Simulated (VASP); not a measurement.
# MoS2 in VASP: single point with LDA

Aim: the single point of MoS2 with LDA.

Everything below comes from runs of VASP 6.6.1. Logs are shortened: lines on timing, memory, paths and dates and some standing lists are left out, and cuts for length are marked.

## 1. The sheet as given

The cell holds a sheet with vacuum, 6 atoms: a = 3.160 Å, b = 3.160 Å, c = 27.277 Å, α = 90.00°, β = 90.00°, γ = 120.00°.

The cell was built by a generator and needn't be a form met in nature.

## 2. Single point, LDA, non-collinear spin, zero start, spin-orbit coupling

INCAR

```
PREC = Accurate
ENCUT = 520
EDIFF = 1E-6
ISMEAR = -1
SIGMA = 0.05
LREAL = F
LASPH = T
NELM = 100
ALGO = Normal
ISIF = 2
LWAVE = F
LCHARG = F
MAGMOM = 0 0 0 0 0 0 0 0 0 0 0 0 0 0 0 0 0 0
LORBIT = 11
LSORBIT = T
GGA_COMPAT = F
LMAXMIX = 4
NBANDS = 68
```

KPOINTS

```
regular mesh
0
Gamma
  6 6 1
```

POSCAR

```
MoS2
1.0
    3.1600000000      0.0000000000      0.0000000000
   -1.5800000000      2.7366400000      0.0000000000
    0.0000000000      0.0000000000     27.2770000000
S Mo
4 2
Direct
    0.6666670000      0.3333330000      0.3319690000
    0.6666670000      0.3333330000      0.4465860000
    0.3333330000      0.6666670000      0.5534140000
    0.3333330000      0.6666670000      0.6680310000
    0.3333330000      0.6666670000      0.3893170000
    0.6666670000      0.3333330000      0.6106830000
```

Potentials or basis: VASP PAW LDA potentials, release 64 (S, Mo_sv).

Command:

```bash
> cat potpaw_LDA.64/S/POTCAR potpaw_LDA.64/Mo_sv/POTCAR > POTCAR
> mpirun -np 1 vasp_ncl > vasp.out
```

OUTCAR:

```text
PREC = Accurate
   ENCUT = 520
   EDIFF = 1E-6
   ISMEAR = -1
   LREAL = F
   LASPH = T
   NELM = 100
   ISIF = 2
   LORBIT = 11
   LSORBIT = T

 ion  position               nearest neighbor table
   1  0.667  0.333  0.332-   5 2.40   5 2.40   5 2.40
   2  0.667  0.333  0.447-   5 2.40   5 2.40   5 2.40
   3  0.333  0.667  0.553-   6 2.40   6 2.40   6 2.40
   4  0.333  0.667  0.668-   6 2.40   6 2.40   6 2.40
   5  0.333  0.667  0.389-   2 2.40   2 2.40   2 2.40   1 2.40   1 2.40   1 2.40
   6  0.667  0.333  0.611-   3 2.40   3 2.40   3 2.40   4 2.40   4 2.40   4 2.40

  LATTYP: Found a hexagonal cell.
 ALAT       =     3.1600000000
 C/A-ratio  =     8.6319620253

  Lattice vectors:

 A1 = (   3.1600000000,   0.0000000000,   0.0000000000)
 A2 = (  -1.5800000000,   2.7366400000,   0.0000000000)
 A3 = (   0.0000000000,   0.0000000000,  27.2770000000)

Analysis of symmetry for initial positions (statically):
=====================================================================
 Subroutine PRICEL returns:
 Original cell was already a primitive cell.

 Routine SETGRP: Setting up the symmetry group for a
 hexagonal supercell.

 Subroutine GETGRP returns: Found 12 space group operations
 (whereof 12 operations were pure point group operations)
 out of a pool of 24 trial point group operations.

The static configuration has the point symmetry D_3d.

Analysis of symmetry for dynamics (positions and initial velocities):
=====================================================================
 Subroutine PRICEL returns:
 Original cell was already a primitive cell.

 Routine SETGRP: Setting up the symmetry group for a
 hexagonal supercell.

 Subroutine GETGRP returns: Found 12 space group operations
 (whereof 12 operations were pure point group operations)
 out of a pool of 24 trial point group operations.

The dynamic configuration has the point symmetry D_3d.

Analysis of structural, dynamic, and magnetic symmetry:
=====================================================================
 Subroutine PRICEL returns:
 Original cell was already a primitive cell.

 Routine SETGRP: Setting up the symmetry group for a
 hexagonal supercell.

 Subroutine GETGRP returns: Found 12 space group operations
 (whereof 12 operations were pure point group operations)
 out of a pool of 24 trial point group operations.

The overall configuration has the point symmetry D_3d.

 Subroutine INISYM returns: Found 12 space group operations
 (whereof 12 operations are pure point group operations),
 and found     1 'primitive' translations

----------------------------------------------------------------------------------------

                                     Primitive cell

  volume of cell :     235.8856

  direct lattice vectors                    reciprocal lattice vectors
     3.160000000  0.000000000  0.000000000     0.316455696  0.182705800  0.000000000
    -1.580000000  2.736640000  0.000000000     0.000000000  0.365411600  0.000000000
     0.000000000  0.000000000 27.277000000     0.000000000  0.000000000  0.036660923

  length of vectors
     3.160000000  3.159999761 27.277000000     0.365411572  0.365411600  0.036660923

  position of ions in fractional coordinates (direct lattice)
     0.666667000  0.333333000  0.331969000
     0.666667000  0.333333000  0.446586000
     0.333333000  0.666667000  0.553414000
     0.333333000  0.666667000  0.668031000
     0.333333000  0.666667000  0.389317000
     0.666667000  0.333333000  0.610683000

  ion indices of the primitive-cell ions
   primitive index   ion index
                 1           1
                 2           2
                 3           3
                 4           4
                 5           5
                 6           6

----------------------------------------------------------------------------------------

 KPOINTS: regular mesh

[... 78 lines left out ...]
   LEPSILON=     F    determine dielectric tensor
   LRPA    =     F    only Hartree local field effects (RPA)
  energy-cutoff  :      520.00
  volume of cell :      235.89
 maximum number of plane-waves:     12744
 NGX is ok and might be reduce to    24
   NGX = 11   NGY = 11   NGZ =101

 number of electron      52.0000000 magnetization       0.0000000      0.0000000      0.0000000

 number of electron      51.9999997 magnetization      -0.0000000     -0.0000000      0.0000000

 number of electron      51.9999997 magnetization      -0.0000000     -0.0000000     -0.0000000

 Free energy of the ion-electron system (eV)
  ---------------------------------------------------
  ext. energy  EPLUGINS =         0.00000000
  ---------------------------------------------------
  free energy    TOTEN  =       -49.00433468 eV

  energy without entropy =      -49.00433237  energy(sigma->0) =      -49.00433353

 E-fermi :   0.7388     XC(G=0):  -5.4088

 val. band max:        0.2236418764   @ k =   0.0000   0.0000   0.0000
 cond. band min:       1.3531602619   @ k =   0.1667   0.1667   0.0000
 fundamental gap:      1.1295183855
 Fermi energy:         0.7388138166

 k-point     1 :       0.0000    0.0000    0.0000
  band No.  band energies     occupation
      1     -60.7953      1.00000
      2     -60.7953      1.00000
      3     -60.7952      1.00000
      4     -60.7952      1.00000
      5     -36.6499      1.00000
      6     -36.6499      1.00000
[... 458 lines left out ...]
     63       3.3304      0.00000
     64       3.3304      0.00000
 [bands above 64 left out]

------------------------ aborting loop because EDIFF is reached ----------------------------------------

  FORCE on cell =-STRESS in cart. coord.  units (eV):
  Direction    XX          YY          ZZ          XY          YZ          ZX
  --------------------------------------------------------------------------------------
  -------------------------------------------------------------------------------------
  Total       -3.1557603     -3.1557596     -2.7026732      0.0000000     -0.0000000      0.0000000
  in kB      -21.4344937    -21.4344894    -18.3570446      0.0000000     -0.0000000      0.0000000
  external PRESSURE =     -20.4086759 kB  Pullay stress =       0.0000000 kB

 VOLUME and BASIS-vectors are now :
 -----------------------------------------------------------------------------
  energy-cutoff  :      520.00
  volume of cell :      235.89
      direct lattice vectors                 reciprocal lattice vectors
     3.160000000  0.000000000  0.000000000     0.316455696  0.182705800  0.000000000
    -1.580000000  2.736640000  0.000000000     0.000000000  0.365411600  0.000000000
     0.000000000  0.000000000 27.277000000     0.000000000  0.000000000  0.036660923

 POSITION                                       TOTAL-FORCE (eV/Angst)
 -----------------------------------------------------------------------------------
      1.58000      0.91221      9.05512        -0.000000     -0.000000      0.462288
      1.58000      0.91221     12.18153         0.000000      0.000000     -0.375149
     -0.00000      1.82443     15.09547        -0.000000      0.000000      0.375149
     -0.00000      1.82443     18.22188        -0.000000      0.000000     -0.462288
     -0.00000      1.82443     10.61940        -0.000000     -0.000000     -0.081875
      1.58000      0.91221     16.65760         0.000000      0.000000      0.081875
 -----------------------------------------------------------------------------------
    total drift:                                0.000000     -0.000000     -0.000000

  FREE ENERGIE OF THE ION-ELECTRON SYSTEM (eV)
  ---------------------------------------------------
  free  energy   TOTEN  =       -49.0043346799 eV

  energy  without entropy=      -49.0043323710  energy(sigma->0) =      -49.00433353

 Spin-Orbit-Coupling matrix elements

 Ion:    1  E_soc:     -0.0023675
 l=   1
     0.0000000    -0.0003817    -0.0004204
    -0.0003817     0.0000000    -0.0003817
    -0.0004204    -0.0003817     0.0000000
 l=   2
     0.0000000     0.0000000     0.0000000     0.0000000     0.0000000
     0.0000000     0.0000000     0.0000000     0.0000000     0.0000000
     0.0000000     0.0000000     0.0000000     0.0000000     0.0000000
     0.0000000     0.0000000     0.0000000     0.0000000     0.0000000
     0.0000000     0.0000000     0.0000000     0.0000000     0.0000000
 l=   3
     0.0000000     0.0000000     0.0000000     0.0000000     0.0000000     0.0000000     0.0000000
     0.0000000     0.0000000     0.0000000     0.0000000     0.0000000     0.0000000     0.0000000
     0.0000000     0.0000000     0.0000000     0.0000000     0.0000000     0.0000000     0.0000000
     0.0000000     0.0000000     0.0000000     0.0000000     0.0000000     0.0000000     0.0000000
[... 89 lines left out ...]
 l=   2
     0.0000000    -0.0005036     0.0000000    -0.0005036    -0.0022215
    -0.0005036     0.0000000    -0.0016271    -0.0004273    -0.0005036
     0.0000000    -0.0016271     0.0000000    -0.0016271     0.0000000
    -0.0005036    -0.0004273    -0.0016271     0.0000000    -0.0005036
    -0.0022215    -0.0005036     0.0000000    -0.0005036     0.0000000
 l=   3
     0.0000000     0.0000000     0.0000000     0.0000000     0.0000000     0.0000000     0.0000000
     0.0000000     0.0000000     0.0000000     0.0000000     0.0000000     0.0000000     0.0000000
     0.0000000     0.0000000     0.0000000     0.0000000     0.0000000     0.0000000     0.0000000
     0.0000000     0.0000000     0.0000000     0.0000000     0.0000000     0.0000000     0.0000000
     0.0000000     0.0000000     0.0000000     0.0000000     0.0000000     0.0000000     0.0000000
     0.0000000     0.0000000     0.0000000     0.0000000     0.0000000     0.0000000     0.0000000
     0.0000000     0.0000000     0.0000000     0.0000000     0.0000000     0.0000000     0.0000000

 total charge

# of ion       s       p       d       tot
------------------------------------------
    1        1.361   2.330   0.000   3.692
    2        1.363   2.328   0.000   3.690
    3        1.363   2.328   0.000   3.690
    4        1.361   2.330   0.000   3.692
    5        2.296   6.225   3.980  12.502
    6        2.296   6.225   3.980  12.502
--------------------------------------------------
tot         10.041  21.767   7.960  39.768

 magnetization (x)

# of ion       s       p       d       tot
------------------------------------------
    1       -0.000   0.000   0.000  -0.000
    2        0.000   0.000   0.000   0.000
    3        0.000   0.000   0.000   0.000
    4       -0.000   0.000   0.000  -0.000
    5        0.000   0.000  -0.000  -0.000
    6       -0.000   0.000  -0.000  -0.000
--------------------------------------------------
tot         -0.000   0.000  -0.000   0.000

 magnetization (y)

# of ion       s       p       d       tot
------------------------------------------
    1        0.000   0.000   0.000   0.000
    2        0.000   0.000   0.000   0.000
    3        0.000   0.000   0.000   0.000
    4       -0.000  -0.000   0.000  -0.000
    5       -0.000  -0.000  -0.000  -0.000
    6       -0.000  -0.000  -0.000  -0.000
--------------------------------------------------
tot          0.000   0.000  -0.000   0.000

 magnetization (z)

# of ion       s       p       d       tot
------------------------------------------
    1        0.000   0.000   0.000   0.000
    2        0.000   0.000   0.000   0.000
    3        0.000   0.000   0.000   0.000
    4        0.000   0.000   0.000   0.000
    5        0.000   0.000   0.000   0.000
    6        0.000   0.000   0.000   0.000
--------------------------------------------------
tot          0.000   0.000   0.000   0.000
```

Wall time 5.3 min (1 thread of Intel Xeon Platinum 8559C (Emerald Rapids), shared host); peak memory 0.67 GiB.

What came out:

```
Free energy                                           : -49.0043 eV
Largest force                                         : 0.462 eV/Å
Net moment                                            : 0.00 μB per cell
Valence electrons inside the program's atomic spheres : S 3.69; Mo 12.50
```

Forces on the atoms (eV/Å):
```
S    0.000  0.000  0.462
S    0.000  0.000 -0.375
S    0.000  0.000  0.375
S    0.000  0.000 -0.462
Mo   0.000  0.000 -0.082
Mo   0.000  0.000  0.082
```

Moments on the atoms (μB; x, y, z):
```
S   0.00 0.00 0.00
S   0.00 0.00 0.00
S   0.00 0.00 0.00
S   0.00 0.00 0.00
Mo  0.00 0.00 0.00
Mo  0.00 0.00 0.00
```

Caveat: the k mesh is coarse (spacing up to 0.38 Å⁻¹), so the values aren't converged.
